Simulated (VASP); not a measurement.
# Nb5N4 in VASP: a series of runs

Runs on Nb5N4. Level: LDA. Tasks: single point.

Everything below comes from runs of VASP 6.6.1. Logs are shortened: lines on timing, memory, paths and dates and some standing lists are left out, and cuts for length are marked.

### 1 The slab as given

The cell holds a slab with vacuum, 9 atoms: a = 2.940 Å, b = 2.940 Å, c = 23.160 Å, α = 90.00°, β = 90.00°, γ = 120.00°.

### 2 Single point, LDA

INCAR reads:

```
SYSTEM = Nb5N4
PREC     = Accurate       ! precision mode
ENCUT    = 400            ! plane-wave cutoff, eV
EDIFF    = 1E-7           ! SCF threshold, eV
ISMEAR   = 1              ! smearing method
SIGMA    = 0.2            ! smearing width, eV
LREAL    = .False.        ! projectors in reciprocal space
LASPH    = .True.         ! aspherical terms in the spheres
NELM     = 120            ! most SCF steps
ALGO     = Normal         ! electronic algorithm
ISIF     = 2              ! what is computed and relaxed
LWAVE    = .False.        ! write WAVECAR
LCHARG   = .False.        ! write CHGCAR
LDIPOL   = .True.       
IDIPOL   = 3            
DIPOL    = 0.5 0.5 0.500
NBANDS   = 60             ! bands
LVHAR    = .True.       
LVACPOTAV= .True.
```

KPOINTS reads:

```
regular mesh
0
Gamma
  10 10 1
  0 0 0
```

POSCAR reads:

```
Nb5N4
1.0
    2.9399979705      0.0000000000      0.0000000000
   -1.4699989852      2.5461129295      0.0000000000
    0.0000000000      0.0000000000     23.1600000000
Nb N
5 4
Direct
    0.0000000000      0.0000000000      0.2590673575
    0.0000000000      0.0000000000      0.3795336788
    0.0000000000      0.0000000000      0.5000000000
    0.0000000000      0.0000000000      0.6204663212
    0.0000000000      0.0000000000      0.7409326425
    0.6666666667      0.3333333334      0.3193005181
    0.6666666667      0.3333333334      0.4397668394
    0.6666666667      0.3333333334      0.5602331606
    0.6666666667      0.3333333334      0.6806994819
```

Potentials or basis: VASP PAW LDA potentials, release 64 (Nb_sv, N).

Command:

```
$ cat potpaw_LDA.64/Nb_sv/POTCAR potpaw_LDA.64/N/POTCAR > POTCAR
$ mpirun -np 1 vasp_std > vasp.out
```

OUTCAR:

```text
SYSTEM = Nb5N4
   PREC = Accurate
   ENCUT = 400
   EDIFF = 1E-7
   ISMEAR = 1
   LREAL = .False.
   LASPH = .True.
   NELM = 120
   ISIF = 2

 Found     14 irreducible k-points:

 Following reciprocal coordinates:
            Coordinates               Weight
  0.000000  0.000000  0.000000      1.000000
  0.100000 -0.000000  0.000000      6.000000
  0.200000 -0.000000  0.000000      6.000000
  0.300000  0.000000  0.000000      6.000000
  0.400000  0.000000  0.000000      6.000000
  0.500000  0.000000  0.000000      3.000000
   k-points           NKPTS =     14   k-points in BZ     NKDIM =     14   number of bands    NBANDS=     60
   number of dos      NEDOS =    301   number of ions     NIONS =      9
   total plane-waves  NPLWV =  64000
   dimension x,y,z NGX =    20 NGY =   20 NGZ =  160
   dimension x,y,z NGXF=    40 NGYF=   40 NGZF=  320
   ions per type =               5   4
   NGX,Y,Z   is equivalent  to a cutoff of  11.31, 11.31, 11.49 a.u.
   NGXF,Y,Z  is equivalent  to a cutoff of  22.62, 22.62, 22.97 a.u.
 SYSTEM =  Nb5N4
   PREC   = accura    normal or accurate (medium, high low for compatibility)
   ISTART =      0    job   : 0-new  1-cont  2-samecut
   ICHARG =      2    charge: 1-file 2-atom 10-const
   ISPIN  =      1    spin polarized calculation?
   LNONCOLLINEAR =      F non collinear calculations
   LSORBIT =      F    spin-orbit coupling
   LASPH  =      T    aspherical Exc in radial PAW
   ENCUT  =  400.0 eV  29.40 Ry    5.42 a.u.   4.79  4.79 37.77*2*pi/ulx,y,z
   NELM   =    120;   NELMIN=  2; NELMDL= -5     # of ELM steps
   EDIFF  = 0.1E-06   stopping-criterion for ELM
   LREAL  =      F    real-space projection
   EDIFFG = 0.1E-05   stopping-criterion for IOM
   NSW    =      0    number of steps for IOM
   IBRION =     -1    ionic relax: 0-MD 1-quasi-New 2-CG
   NFREE  =      0    steps in history (QN), initial steepest desc. (CG)
   ISIF   =      2    stress and relaxation
   ISYM   =      2    0-nonsym 1-usesym 2-fastsym
   POTIM  = 0.5000    time-step for ionic-motion
   TEBEG  =    0.0;   TEEND  =   0.0 temperature during run
   PSTRESS=    0.0 pullay stress
   NELECT =      85.0000    total number of electrons
   NUPDOWN=      -1.0000    fix difference up-down
   EMIN   =  10.00;   EMAX   =-10.00  energy-range for DOS
   EFERMI =   0.00;   METHOD = LEGACY
   ISMEAR =     1;   SIGMA  =   0.20  broadening in eV -4-tet -1-fermi 0-gaus
   EFERMI_NEDOS =   21; number of points for ismear=-14 and -15
   IALGO  =     38    algorithm
   IMIX   =      4    mixing-type and parameters
     AMIX     =   0.40;   BMIX     =  1.00
     AMIX_MAG =   1.60;   BMIX_MAG =  1.00
  volume/ion in A,a.u.               =      19.26       129.99
  Fermi-wavevector in a.u.,A,eV,Ry     =   1.290902  2.439452 22.673141  1.666429
  Thomas-Fermi vector in A             =   2.422705
   LORBIT       =      0    0 simple, 1 ext, 2 COOP (PROOUT), +10 PAW based schemes
   GGA     = CA    functional components
   LHFCALC =     F    Hartree Fock is set to
   AEXX    =    0.0000 exact exchange contribution
   IVDW    =     0    specifies the selected vdW correction
   LEPSILON=     F    determine dielectric tensor
   LRPA    =     F    only Hartree local field effects (RPA)
 non-spin polarized calculation
 Methfessel and Paxton  Order N= 1 SIGMA  =   0.20
  energy-cutoff  :      400.00
  volume of cell :      173.37
 maximum number of plane-waves:      3180
 NGX is ok and might be reduce to    20
   NGX =  9   NGY =  9   NGZ = 75

 dipolmoment           0.000000      0.000000     -0.000000 electrons x Angstroem

 number of electron      84.9999993 magnetization

 dipolmoment           0.000000      0.000000      0.000000 electrons x Angstroem

 Free energy of the ion-electron system (eV)
  ---------------------------------------------------
  ext. energy  EPLUGINS =         0.00000000
  ---------------------------------------------------
  free energy    TOTEN  =      -100.69468736 eV

  energy without entropy =     -100.71759828  energy(sigma->0) =     -100.70232433

 E-fermi :   5.4429     XC(G=0):  -8.8658

 val. band max:        5.2977574682   @ k =   0.5000   0.0000   0.0000
 cond. band min:       5.5184255510   @ k =   0.0000   0.0000   0.0000
 fundamental gap:      0.2206680827
 Fermi energy:         5.4429224396

 k-point     1 :       0.0000    0.0000    0.0000
  band No.  band energies     occupation
      1     -49.7360      2.00000
      2     -49.7010      2.00000
      3     -49.6080      2.00000
      4     -49.2717      2.00000
      5     -49.2716      2.00000
      6     -26.8279      2.00000
[... 46 lines left out ...]
     53       7.7448     -0.00000
     54       8.6379     -0.00000

 k-point     2 :       0.1000   -0.0000    0.0000
  band No.  band energies     occupation
      1     -49.7197      2.00000
      2     -49.6850      2.00000
      3     -49.5924      2.00000
      4     -49.2566      2.00000
      5     -49.2565      2.00000
      6     -26.7949      2.00000
[... 46 lines left out ...]
     53       8.2892     -0.00000
     54       8.5395     -0.00000

 k-point     3 :       0.2000   -0.0000    0.0000
  band No.  band energies     occupation
      1     -49.6766      2.00000
      2     -49.6428      2.00000
      3     -49.5512      2.00000
      4     -49.2170      2.00000
      5     -49.2169      2.00000
      6     -26.7078      2.00000
[... 46 lines left out ...]
     53       8.5127     -0.00000
     54       8.6462     -0.00000

 k-point     4 :       0.3000    0.0000    0.0000
  band No.  band energies     occupation
      1     -49.6228      2.00000
      2     -49.5900      2.00000
      3     -49.4997      2.00000
      4     -49.1676      2.00000
      5     -49.1675      2.00000
      6     -26.5973      2.00000
[... 46 lines left out ...]
     53       8.2833     -0.00000
     54       9.1309     -0.00000

 k-point     5 :       0.4000    0.0000    0.0000
  band No.  band energies     occupation
      1     -49.5788      2.00000
      2     -49.5469      2.00000
      3     -49.4576      2.00000
      4     -49.1272      2.00000
      5     -49.1271      2.00000
      6     -26.5519      2.00000
[... 46 lines left out ...]
     53       9.3894     -0.00000
     54       9.5976      0.00000

 k-point     6 :       0.5000    0.0000    0.0000
  band No.  band energies     occupation
      1     -49.5619      2.00000
      2     -49.5303      2.00000
      3     -49.4414      2.00000
      4     -49.1116      2.00000
      5     -49.1116      2.00000
      6     -26.6635      2.00000
[... 46 lines left out ...]
     53       9.8777      0.00000
     54      10.0204      0.00000

 [... further k-points ...]

 [bands above 54 left out]

------------------------ aborting loop because EDIFF is reached ----------------------------------------

  FORCE on cell =-STRESS in cart. coord.  units (eV):
  Direction    XX          YY          ZZ          XY          YZ          ZX
  --------------------------------------------------------------------------------------
  -------------------------------------------------------------------------------------
  Total       -8.0156206     -8.0156206      3.7093786     -0.0000000      0.0000000      0.0000000
  in kB      -74.0771875    -74.0771875     34.2806062     -0.0000000      0.0000000      0.0000000
  external PRESSURE =     -37.9579229 kB  Pullay stress =       0.0000000 kB

 VOLUME and BASIS-vectors are now :
 -----------------------------------------------------------------------------
  energy-cutoff  :      400.00
  volume of cell :      173.37
      direct lattice vectors                 reciprocal lattice vectors
     2.939997970  0.000000000  0.000000000     0.340136289  0.196377778  0.000000000
    -1.469998985  2.546112930  0.000000000     0.000000000  0.392755556  0.000000000
     0.000000000  0.000000000 23.160000000     0.000000000  0.000000000  0.043177893

 POSITION                                       TOTAL-FORCE (eV/Angst)
 -----------------------------------------------------------------------------------
      0.00000      0.00000      6.00000         0.000000     -0.000000     -0.410776
      0.00000      0.00000      8.79000         0.000000      0.000000     -0.482583
      0.00000      0.00000     11.58000         0.000000     -0.000000      0.000000
      0.00000      0.00000     14.37000         0.000000     -0.000000      0.482583
      0.00000      0.00000     17.16000         0.000000      0.000000      0.410776
      1.47000      0.84870      7.39500         0.000000     -0.000000      0.133432
      1.47000      0.84870     10.18500        -0.000000      0.000000      0.027191
      1.47000      0.84870     12.97500        -0.000000     -0.000000     -0.027191
      1.47000      0.84870     15.76500         0.000000     -0.000000     -0.133432
 -----------------------------------------------------------------------------------
    total drift:                                0.000002     -0.000001      0.000000

  FREE ENERGIE OF THE ION-ELECTRON SYSTEM (eV)
  ---------------------------------------------------
  free  energy   TOTEN  =      -100.6946873629 eV

  energy  without entropy=     -100.7175982774  energy(sigma->0) =     -100.70232433

 vacuum level on the upper side and lower side of the slab        10.582        10.582
```

Wall time 100 s (1 thread of Intel Xeon 6975P-C (Granite Rapids), shared host); peak memory 0.22 GiB.

The run converged, but some of its settings lie outside the range that counts as converged, so its numbers aren't taken as properties of the slab.

Results:

```yaml
Free_energy: -100.6947 eV
Largest_force: 0.483 eV/Å
Band_gap_on_the_k_mesh: none (metal or under the smearing width)
Work_function_of_the_upper_face: 5.14 eV
Work_function_of_the_lower_face: 5.14 eV
```

Caveat: the cutoff is under 1.25 times the usual one of these potentials, so pressure, stress and relaxed cells hold a basis-set (Pulay) error.

(Continued in part 2 of 2.)
